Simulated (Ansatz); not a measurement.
# AlSb: pressure series

Base system: AlSb in the zinc blende structure (space group F-43m, No. 216; a = 6.177 Å).

Cell and atoms are relaxed at each pressure.

All numbers come from r2SCAN (Ansatz, a program for electronic structure, PAW, without spin-orbit coupling), earlier PAW set.

Candidates:
(a) pressure −1 GPa
(b) pressure 30 GPa
(c) pressure 15 GPa
(d) pressure −2 GPa

For the base:

| Item | Result |
|---|---|
| Band gap | 1.51 eV |

### Question
Order them by band gap, highest first.

### Answer
(d) pressure −2 GPa (1.55 eV), (a) pressure −1 GPa (1.53 eV), (c) pressure 15 GPa (1.17 eV), (b) pressure 30 GPa (0.89 eV)

With Sb present, leaving out spin-orbit coupling can change the band edges. Load acts through the strain it causes; cell and atoms are relaxed under it. Whether these cells are dynamically stable was not tested. Measured, AlSb leaves this structure (for a Cmcm phase) near 8.1 GPa (temperature not stated; as listed in Datta, Sujoy, Jana, Debnarayan, arXiv (2020)), on rising pressure, with hysteresis.
